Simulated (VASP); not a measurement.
# How biaxial strain in the (110) plane changes GaP (F-43m)

Strain engineering needs slopes: what does biaxial strain in the (110) plane do to the lattice and the band edges of GaP?

Program: VASP 6.6.1. Level of theory: LDA; plane waves and PAW (Ga_d, P), in the first sound run; inputs show where later runs differ. Results are calculated unless marked as measured.

## (1) The starting structure

It takes space group F-43m (No. 216, cubic). The conventional cell has a = 5.451 Å, b = 5.451 Å, c = 5.451 Å, α = 90.00°, β = 90.00°, γ = 90.00°. Nearest to Ga lie 4 P at 2.36 Å. Nearest to P lie 4 Ga at 2.36 Å. Farther neighbours are not listed.

## (2) Relax the crystal, LDA

The series starts from the cell that this level prefers, so that zero strain is near zero stress.

This step took 2 runs in a row; the last is shown.

Level: LDA; plane waves and PAW (Ga_d, P).

Contents of INCAR:

```
SYSTEM = GaP
PREC = Accurate
ENCUT = 450
EDIFF = 1E-07
NELM = 120
ISMEAR = 0
SIGMA = 0.02
LREAL = .FALSE.
ALGO = Normal
GGA = CA
NBANDS = 15
LASPH = .TRUE.
LORBIT = 11
LWAVE = .FALSE.
LCHARG = .FALSE.
KPAR = 16
IBRION = 2
NSW = 40
ISIF = 3
EDIFFG = -0.005
POTIM = 0.4
```

Contents of POSCAR:

```
GaP
1.0
    0.0000000000      2.6961434033      2.6961434033
    2.6961434033      0.0000000000      2.6961434033
    2.6961434033      2.6961434033      0.0000000000
Ga P
1 1
Direct
    0.0000000000      0.0000000000      0.0000000000
    0.2500000000      0.2500000000      0.2500000000
```

Contents of KPOINTS:

```
Automatic mesh
0
Gamma
10 10 10
0 0 0
```

The projector-augmented-wave data sets are Ga_d and P (LDA family, release 64).

On the command line:

```console
mpirun -np 16 vasp_std
```

The program printed:

```text
[banner, memory and clock lines left out]
running   16 mpi-ranks, on    1 nodes
[...]
|                                                                             |
|           W    W    AA    RRRRR   N    N  II  N    N   GGGG   !!!           |
|           W    W   A  A   R    R  NN   N  II  NN   N  G    G  !!!           |
|           W    W  A    A  R    R  N N  N  II  N N  N  G       !!!           |
|           W WW W  AAAAAA  RRRRR   N  N N  II  N  N N  G  GGG   !            |
|           WW  WW  A    A  R   R   N   NN  II  N   NN  G    G                |
|           W    W  A    A  R    R  N    N  II  N    N   GGGG   !!!           |
|                                                                             |
|     For optimal performance we recommend to set                             |
|       NCORE = 2 up to number-of-cores-per-socket                            |
|     NCORE specifies how many cores store one orbital (NPAR=cpu/NCORE).      |
|     This setting can greatly improve the performance of VASP for DFT.       |
[...]
|     Unfortunately you need to use the default for GW and RPA                |
|     calculations (for HF NCORE is supported but not extensively tested      |
|     yet).                                                                   |
|                                                                             |

 LDA part: xc-table for (Slater(with rela. corr.)+CA(PZ))
 , standard interpolation
 POSCAR, INCAR and KPOINTS ok, starting setup
[...]
entering main loop
       N       E                     dE             d eps       ncg     rms          rms(c)
DAV:   1     0.786215806553E+02    0.78622E+02   -0.84974E+03  1418   0.160E+03
DAV:   2    -0.460074842213E+01   -0.83222E+02   -0.79840E+02  1592   0.311E+02
DAV:   3    -0.106835581127E+02   -0.60828E+01   -0.60583E+01  1809   0.682E+01
DAV:   4    -0.107835864635E+02   -0.10003E+00   -0.10000E+00  1678   0.948E+00
[...]
DAV:  11    -0.104526466005E+02   -0.60948E-05   -0.89448E-06  1772   0.444E-02    0.752E-03
DAV:  12    -0.104526463943E+02    0.20620E-06   -0.51934E-07  1747   0.794E-03    0.506E-03
DAV:  13    -0.104526463696E+02    0.24727E-07   -0.21151E-07  1633   0.470E-03
   1 F= -.10452646E+02 E0= -.10452646E+02  d E =-.104526E+02
[...]
reached required accuracy - stopping structural energy minimisation
```

Elapsed: 3 s, on 16 MPI ranks of Intel Xeon 6975P-C (Granite Rapids), shared host; peak memory 2.5 GiB; 26 s of CPU time.

The logs omit lines about the potential files and the build; timing stands in the text.

OUTCAR, selected parts (step 2):

```text
  Total       -0.0013630     -0.0013630     -0.0013630     -0.0000000     -0.0000000     -0.0000000
  in kB       -0.0557102     -0.0557102     -0.0557102     -0.0000000     -0.0000000     -0.0000000
  external PRESSURE =      -0.0557102 kB  Pullay stress =       0.0000000 kB

 POSITION                                       TOTAL-FORCE (eV/Angst)
 -----------------------------------------------------------------------------------
      0.00000      0.00000      0.00000        -0.000000      0.000000      0.000000
      1.34807      1.34807      1.34807         0.000000     -0.000000     -0.000000
 -----------------------------------------------------------------------------------
    total drift:                                0.000000      0.000000      0.000000

  FREE ENERGIE OF THE ION-ELECTRON SYSTEM (eV)
  ---------------------------------------------------
  free  energy   TOTEN  =       -10.4526463696 eV

  energy  without entropy=      -10.4526463696  energy(sigma->0) =      -10.45264637

 reached required accuracy - stopping structural energy minimisation

[... 3 further parts left out ...]
[key lines of the parts left out:]
E-fermi :   4.9467
```

This run gave:

| Property | Result |
| --- | --- |
| energy(sigma→0) of the program | -10.4526 eV |
| stress, compression positive | -0.01 along [110], -0.01 across it (mean), GPa |
| volume | 39.198 Å³ |
| ionic steps | 1 |

## (3) Strain along the normal, LDA

One member in full: the plane is strained by 1 %, and the strain along the normal is moved by secant steps until the normal stress is under 0.012 GPa or five steps are spent; the atoms relax at each step.

This step took 4 runs, each at a new trial strain with the atoms of the one before; the last is shown.

Level: LDA; plane waves and PAW (Ga_d, P); cell typed or built by script.

Edit INCAR of step 2 so:

```diff
@@ -15,7 +15,7 @@
 LCHARG = .FALSE.
-KPAR = 16
-IBRION = 2
-NSW = 40
-ISIF = 3
-EDIFFG = -0.005
-POTIM = 0.4
+KPAR = 4
+IBRION = 1
+NSW = 25
+ISIF = 2
+EDIFFG = -0.004
+POTIM = 0.3
```

Contents of POSCAR:

```
GaP
1.0
   -0.0206820830      2.7024227550      2.7231048370
    2.7024227550     -0.0206820830      2.7231048370
    2.6817406720      2.6817406720      0.0000000000
Ga P
1 1
Direct
    0.9989471775      0.9989471775      0.0010528225
    0.2510528225      0.2510528225      0.2489471775
```

KPOINTS is that of step 2.

On the command line:

```console
mpirun -np 4 vasp_std
```

The program printed:

```text
[banner, memory and clock lines left out]
running    4 mpi-ranks, on    1 nodes
[...]
LDA part: xc-table for (Slater(with rela. corr.)+CA(PZ))
 , standard interpolation
 POSCAR, INCAR and KPOINTS ok, starting setup
[...]
entering main loop
       N       E                     dE             d eps       ncg     rms          rms(c)
DAV:   1     0.764254491842E+02    0.76425E+02   -0.85238E+03  5290   0.160E+03
DAV:   2    -0.476713378400E+01   -0.81193E+02   -0.77628E+02  5760   0.303E+02
DAV:   3    -0.106744425690E+02   -0.59073E+01   -0.58841E+01  6383   0.668E+01
DAV:   4    -0.107728089179E+02   -0.98366E-01   -0.98329E-01  6330   0.928E+00
[...]
DAV:  11    -0.104481988573E+02   -0.61755E-05   -0.86810E-06  6550   0.441E-02    0.728E-03
DAV:  12    -0.104481986470E+02    0.21034E-06   -0.56246E-07  6337   0.807E-03    0.473E-03
DAV:  13    -0.104481986327E+02    0.14306E-07   -0.18188E-07  5676   0.419E-03
   1 F= -.10448199E+02 E0= -.10448199E+02  d E =-.104482E+02
 BRION: g(F)=  0.148E-06 g(S)=  0.000E+00
 reached required accuracy - stopping structural energy minimisation
```

The job ended after 14 s (4 MPI ranks; peak memory 0.75 GiB).

From OUTCAR (step 3):

```text
  Total       -0.2655472     -0.2655472     -0.4192244      0.2663432      0.0000000      0.0000000
  in kB      -10.6973654    -10.6973654    -16.8881345     10.7294318      0.0000000      0.0000000
  external PRESSURE =     -12.7609551 kB  Pullay stress =       0.0000000 kB

 POSITION                                       TOTAL-FORCE (eV/Angst)
 -----------------------------------------------------------------------------------
      2.68174      2.68174      5.44048         0.000000      0.000000      0.001596
      1.34087      1.34087      1.36729         0.000000      0.000000     -0.001596
 -----------------------------------------------------------------------------------
    total drift:                                0.000000      0.000000      0.000469

  FREE ENERGIE OF THE ION-ELECTRON SYSTEM (eV)
  ---------------------------------------------------
  free  energy   TOTEN  =       -10.4481986327 eV

  energy  without entropy=      -10.4481986327  energy(sigma->0) =      -10.44819863

[... 1 part as in an earlier step ...]

[... 3 further parts left out ...]
[key lines of the parts left out:]
E-fermi :   4.8808
```

Numbers from this step:

```
energy(sigma→0) of the program : -10.4482 eV
stress, compression positive   : 0.00 along [110], -1.92 across it (mean), GPa
ionic steps                    : 1
```

## (4) Band edges, HSE06

Short lines in KPOINTS_OPT sample the zone centre along and across the normal of the plane, for masses, and the other valleys.

Level: HSE06; plane waves and PAW (Ga_d, P); cell typed or built by script.

Contents of INCAR:

```
SYSTEM = GaP
PREC = Accurate
ENCUT = 450
EDIFF = 1E-06
NELM = 100
ISMEAR = 0
SIGMA = 0.02
LREAL = .FALSE.
ALGO = Normal
LHFCALC = .TRUE.
AEXX = 0.25
GGA = PE
HFSCREEN = 0.2
LASPH = .TRUE.
NBANDS = 14
PRECFOCK = Fast
LWAVE = .FALSE.
LCHARG = .FALSE.
KPAR = 4
```

POSCAR is that of step 3.

Contents of KPOINTS:

```
Automatic mesh
0
Gamma
5 5 5
0 0 0
```

Contents of KPOINTS_OPT:

```
Line mode
6
Line-mode
Reciprocal
  0.00000000   0.00000000   0.00000000
  0.01509009   0.01509009   0.03018019

  0.00000000   0.00000000   0.00000000
 -0.01532285   0.01532285   0.00000000

  0.31000000   0.31000000   0.00000000
  0.50000000   0.50000000   0.00000000

  0.00000000   0.31000000   0.31000000
  0.00000000   0.50000000   0.50000000

  0.45000000   0.45000000   0.45000000
  0.50000000   0.50000000   0.50000000

  0.45000000   0.00000000   0.00000000
  0.50000000   0.00000000   0.00000000

  0.42500000   0.42500000   0.00000000
  0.42483542   0.44650520   0.02134061

  0.50000000   0.50000000   0.50000000
  0.48467715   0.51532285   0.50000000
```

On the command line:

```console
mpirun -np 4 vasp_std
```

The program printed:

```text
[banner, memory and clock lines left out]
running    4 mpi-ranks, on    1 nodes
[...]
|                                                                             |
|               ----> ADVICE to this user running VASP <----                  |
|                                                                             |
|     You enforced a specific xc type in the INCAR file but a different       |
|     [... a line on the potential file left out ...]
|     I HOPE YOU KNOW WHAT YOU ARE DOING!                                     |
|                                                                             |

 LDA part: xc-table for (Slater+PW92), standard interpolation
 found WAVECAR, reading the header
 POSCAR, INCAR and KPOINTS ok, starting setup
[...]
reading WAVECAR
 the WAVECAR file was read successfully
 initial charge from wavefunction
 entering main loop
       N       E                     dE             d eps       ncg     rms          rms(c)
DAV:   1    -0.108166580611E+02   -0.10817E+02   -0.12824E+00  1124   0.230E+01    0.323E+00
DAV:   2    -0.108072640863E+02    0.93940E-02   -0.71305E-02  1106   0.462E+00    0.222E+00
DAV:   3    -0.108025452591E+02    0.47188E-02   -0.10048E-02  1026   0.189E+00    0.129E+00
DAV:   4    -0.108016902044E+02    0.85505E-03   -0.19813E-03   974   0.525E-01    0.731E-01
[...]
DAV:   8    -0.108014385090E+02    0.72404E-05   -0.30693E-06   948   0.139E-02    0.703E-02
DAV:   9    -0.108014360988E+02    0.24102E-05   -0.10392E-06   726   0.751E-03    0.382E-02
DAV:  10    -0.108014353184E+02    0.78040E-06   -0.49620E-07   582   0.562E-03
   1 F= -.10801435E+02 E0= -.10801435E+02  d E =-.151473E-36
 Start KPOINTS_OPT (optional k-point list driver)
k-point batch [1-27\48]
       N       E                     dE             ncg
DAV:   1    -0.506049988122E+03   -0.89879E+04      780
DAV:   2    -0.322889459614E+04   -0.27228E+04      786
DAV:   3    -0.346950247564E+04   -0.24061E+03      930
DAV:   4    -0.347933490648E+04   -0.98324E+01     1020
DAV:   5    -0.347946481038E+04   -0.12990E+00     1048
DAV:   6    -0.347946857199E+04   -0.37616E-02     1186
DAV:   7    -0.347946863476E+04   -0.62776E-04      950
DAV:   8    -0.347946863604E+04   -0.12799E-05      778
DAV:   9    -0.347946863617E+04   -0.12978E-06      756
k-point batch [28-48\48]
       N       E                     dE             ncg
DAV:   1     0.275136974515E+04   -0.12288E+05      628
DAV:   2     0.754924751725E+03   -0.19964E+04      612
DAV:   3     0.602788034872E+03   -0.15214E+03      702
DAV:   4     0.598982077409E+03   -0.38060E+01      792
DAV:   5     0.598916645668E+03   -0.65432E-01      816
DAV:   6     0.598913703044E+03   -0.29426E-02      976
DAV:   7     0.598913647020E+03   -0.56023E-04      794
DAV:   8     0.598913646499E+03   -0.52116E-06      644
```

The job ended after 4.1 min (4 MPI ranks; peak memory 1.1 GiB).

OUTCAR, selected parts (step 4):

```text
  LATTYP: Found a body centered orthorhombic cell.
 ALAT       =     3.7925540291
 B/A-ratio  =     1.0154243721
 C/A-ratio  =     1.4360269181

 Subroutine GETGRP returns: Found  4 space group operations
 (whereof  4 operations were pure point group operations)

The static configuration has the point symmetry C_2v.

 Found     27 irreducible k-points:

   k-points           NKPTS =     27   k-points in BZ     NKDIM =    125   number of bands    NBANDS=     14

   dimension x,y,z NGX =    28 NGY =   28 NGZ =   28
   dimension x,y,z NGXF=    56 NGYF=   56 NGZF=   56

   ENCUT  =  450.0 eV  33.07 Ry    5.75 a.u.   6.64  6.64  6.56*2*pi/ulx,y,z

   NELECT =      18.0000    total number of electrons

  exchange ACFDT corr.  =         0.00000000  see jH, gK, PRB 81, 115126

 E-fermi :   4.7202

 k-point     1 :       0.0000    0.0000    0.0000
  band No.  band energies     occupation
    ...
      5     -12.6179      2.00000
      6      -9.4486      2.00000
      7       4.4184      2.00000
      8       4.4329      2.00000
      9       4.5465      2.00000
     10       7.4298      0.00000
     11       9.1450      0.00000
     12       9.2719      0.00000
     13       9.3414      0.00000
     14      14.4404      0.00000

 k-point     2 :       0.2000   -0.0000    0.0000
  band No.  band energies     occupation
    ...
      5     -12.6178      2.00000
      6      -8.9013      2.00000
      7       1.2066      2.00000
      8       3.9053      2.00000
      9       4.0254      2.00000
     10       7.8438      0.00000
     11       9.9723      0.00000
     12      10.0846      0.00000
     13      11.0699      0.00000
     14      14.3410      0.00000

 POSITION                                       TOTAL-FORCE (eV/Angst)
 -----------------------------------------------------------------------------------
      2.68174      2.68174      5.44048        -0.000000     -0.000000     -0.001425
      1.34087      1.34087      1.36729         0.000000      0.000000      0.001425
 -----------------------------------------------------------------------------------
    total drift:                                0.000001      0.000001      0.000353

  FREE ENERGIE OF THE ION-ELECTRON SYSTEM (eV)
  ---------------------------------------------------
  free  energy   TOTEN  =       -10.8014353184 eV

  energy  without entropy=      -10.8014353184  energy(sigma->0) =      -10.80143532

[... 1 part as in an earlier step ...]

[... 7 further parts left out ...]
```

Numbers from this step:

| Property | Result |
| --- | --- |
| energy(sigma→0) of the program | -10.8014 eV |

## (5) All members

Hybrid runs start from orbitals of a short LDA run, not shown.

Runs beyond LDA use the data sets made with LDA; this shifts their levels slightly, and their total energies have another zero.

The other members went through these steps as far as the tables show, with the same cutoff and, step by step, the same mesh; 42 runs are not shown. The session took 3.0 core hours (wall time by ranks) on a shared machine.

```csv
in-plane strain (%),strain along the normal (%),"mean of the two in-plane stresses, tension positive (GPa)",energy above the unstrained row (meV/atom),"gap on the mesh, LDA (eV)"
-2.000,1.200,-4.052,10.082,0.992
-1.500,0.886,-3.013,5.706,1.123
-1.000,0.577,-1.987,2.580,1.246
-0.500,0.280,-0.980,0.688,1.334
0,0.000,0.006,0.000,1.402
0.500,-0.274,0.970,0.526,1.363
1.000,-0.534,1.916,2.224,1.326
1.500,-0.773,2.843,5.067,1.292
2.000,-1.003,3.738,9.039,1.230
```

Slopes at zero strain, from cubics through all rows: strain ratio -0.556, stress over strain 195 GPa.

Band edges at HSE06, counted from the valence-band top at Γ, with one row partly withheld:

```csv
in-plane strain (%),gap (eV),conduction band at Γ (eV),Δ or X valley along z (eV),Δ or X valley along x (eV),"lowest conduction level at L, [111] (eV)","lowest conduction level at L, [-111] (eV)",second valence level below the top (eV),third valence level below the top (eV)
-2.000,1.810,3.178,1.810,2.092,2.802,2.416,0.062,0.288
-1.500,1.941,3.181,1.941,2.127,2.761,2.479,0.042,0.213
-1.000,2.055,3.170,2.055,2.160,2.720,2.538,0.025,0.140
-0.500,2.151,3.147,2.145,2.187,2.678,2.590,0.011,0.069
0,2.221,3.111,2.217,2.217,2.637,2.637,0.000,0.000
0.500,2.182,3.000,2.208,2.178,2.528,2.611,0.057,0.066
1.000,2.145,2.883,2.176,2.142,2.423,2.583,0.114,0.128
1.500,2.111,?,2.134,2.108,2.322,2.552,0.168,0.184
2.000,2.077,2.640,2.081,2.075,2.224,2.518,0.222,0.239
```

Conduction masses, in electron masses:

```csv
in-plane strain (%),"conduction mass at Γ, along the strain axis or the normal of the plane","L [111] mass, longitudinal","L [111] mass, transverse along [1-10]"
-2.000,0.116,1.737,0.142
-1.500,0.122,1.740,0.142
-1.000,0.129,1.743,0.142
-0.500,0.136,1.695,0.141
0,0.144,1.706,0.142
0.500,0.151,1.686,0.141
1.000,0.159,1.688,0.141
1.500,0.166,1.640,0.140
2.000,0.170,1.644,0.140
```

## (6) A fit to the known rows

The quantity to fit is the conduction level at Γ above the mean of the three top valence levels at HSE06: 3.295, 3.266, 3.225, 3.173, 3.111, 3.041, 2.964, 2.793 eV in the rows shown.

A least-squares parabola through the 8 rows shown, with e the strain in %: E = − 0.01674 e² − 0.1270 e + 3.111 (eV), r.m.s. residual 0.0029 eV.

For the withheld row, e = 1.5, the fit gives 2.8833 eV.

## (7) Checking the prediction

The calculation gives 2.8805 eV, so the prediction is 0.0028 eV too high, within twice the residual of the fit.

## (8) Summary of results

```json
{"ratio of normal to in-plane strain": "-0.556", "biaxial modulus": "195 GPa", "gap of the unstrained cell, HSE06": "2.22 eV", "slope at zero strain of the conduction level at Γ above the mean of the three top valence levels, HSE06": "-127 meV per %", "error of the predicted row": "2.8 meV"}
```

**Reading.** As a check, the curvature of the energy gives 196 GPa for the same modulus (energy per volume = M × strain²), 0 % from the slope of the stress. At HSE06 the lowest conduction valley is Δ or X throughout, and the gap runs between 1.81 and 2.22 eV. Hole masses are left out throughout, since the top bands are degenerate or cross in many series; of conduction masses, those of the Γ, L and (for Si and Ge under (001) strain) Δ valleys are kept where they change by under an eighth between rows. HSE06 ran on a coarser mesh than the semilocal levels. Spin-orbit coupling is left out at HSE06, so the valence splittings there lack it. Δ or X levels are the lowest on their line, refined by a parabola unless they lie at X; the gap is read from all points sampled and can differ from the lowest valley by some meV, or by tens of meV where strain moves the valence top off Γ. Temperature, zero-point motion and excitons are left out.

[Lines on the potential files, build, host, timing and source positions are cut from VASP's logs without a mark.]

[Logs are printed without paths, hosts, clocks, repeated set-up lines and the standing remarks that a program may print on its own settings, such as how far it seeks lower states.]

[Hosts, paths, dates, database ids (printed as entryN), source tags and the programs' standing remarks are cut or masked in the printed files.]

[In band tables of VASP the shares of atoms and orbitals are scaled to a sum of 1 inside the atoms' spheres.]
